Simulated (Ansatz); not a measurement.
# KBr (Fm-3m)

Theory: DFT PBE, scalar-relativistic, plane waves, PAW in Ansatz.

Settings: cutoff 420 eV, Γ-centred mesh 6×6×6 on the computed 2-atom cell, Gaussian smearing of 0.02 eV; no spin polarisation.

The structure is relaxed at this level of theory with its symmetry kept.

Space group Fm-3m (No. 225). a = 6.701 Å, b = 6.701 Å, c = 6.701 Å, α = 90.00°, β = 90.00°, γ = 90.00°
| atom | site | symmetry | x | y | z |
| --- | --- | --- | --- | --- | --- |
| K | 4a | m-3m | 0.0000 | 0.0000 | 0.0000 |
| Br | 4b | m-3m | 0.5000 | 0.0000 | 0.0000 |

* Space group: Fm-3m (No. 225)
* Volume per atom: 37.61 Å³
* Formation energy from the elements' standard states (Br, Hg as crystals; uncorrected): -1.769 eV/atom
* Kohn–Sham band gap: 4.32 eV, direct at Γ
* Löwdin character of the top 1 eV of the valence band: Br 4p 96 %
* Löwdin character of the lowest 1 eV of the conduction band: K 4s 74 %, Br 4s 17 %
* Electron masses at the edge by Cartesian direction of the standard setting (m_e; degenerate bands sorted by energy; no spin-orbit coupling): x: 0.39; y: 0.39; z: 0.39
* Hole masses at the edge by Cartesian direction of the standard setting (m_e; degenerate bands sorted by energy; no spin-orbit coupling): x: 4.0, 4.0, 0.63; y: 4.0, 4.0, 0.63; z: 4.0, 4.0, 0.63
* Bulk modulus: 13.5 GPa
* Its pressure derivative: 4.8
* Electronic dielectric constant xx, yy, zz of the standard setting (independent particles): 2.8, 2.8, 2.8
* Bader charges (e): K (1 in the cell) 0.83, Br (1 in the cell) -0.83